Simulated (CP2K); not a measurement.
Crystal: BaTiO3.

```
Ba Ti O
1.0
     4.00730    0.00000    0.00000
     0.00000    4.00730    0.00000
     0.00000    0.00000    4.00730
Ba Ti O
1 1 3
Direct
  0.50903 0.45529 0.50668
  0.94374 0.06998 0.95431
  0.52053 0.00683 0.05543
  0.01265 0.49197 0.05272
  0.01405 0.97593 0.43085
```

The cell isn't the ideal one: all atoms moved at random.

Base run:

| Quantity | Value |
| --- | --- |
| Program | CP2K 2026.2 |
| Functional | PBE |
| Potentials or basis | GTH_SOC_POTENTIALS Ba GTH-PBE-q10, Ti GTH-PBE-q12, O GTH-PBE-q6; DZVP-MOLOPT-SR-GTH basis |
| Density cutoff | 8163 eV |
| k mesh | 7 × 7 × 7 |
| Occupations | fermi-dirac, width 0.05 eV |
| Spin | spin-orbit coupling, no magnetisation |

Its results: pressure 14.5 GPa; largest force 4.448 eV/Å.

Task: The run is repeated on the same cell with these changes: functional from PBE to PBEsol. What comes out?

Result: Pressure 9.0 GPa; largest force 4.419 eV/Å.

PBEsol binds more tightly than PBE, so the same cell stands under less pressure.

Caveats: the basis of atomic orbitals isn't converged, which shifts pressures, moduli and gaps; forces of over 1 eV/Å show positions far from the minimum, so gaps and moduli don't describe the material at rest (some runs); the potentials were made for another functional, which shifts forces and pressure (some runs).
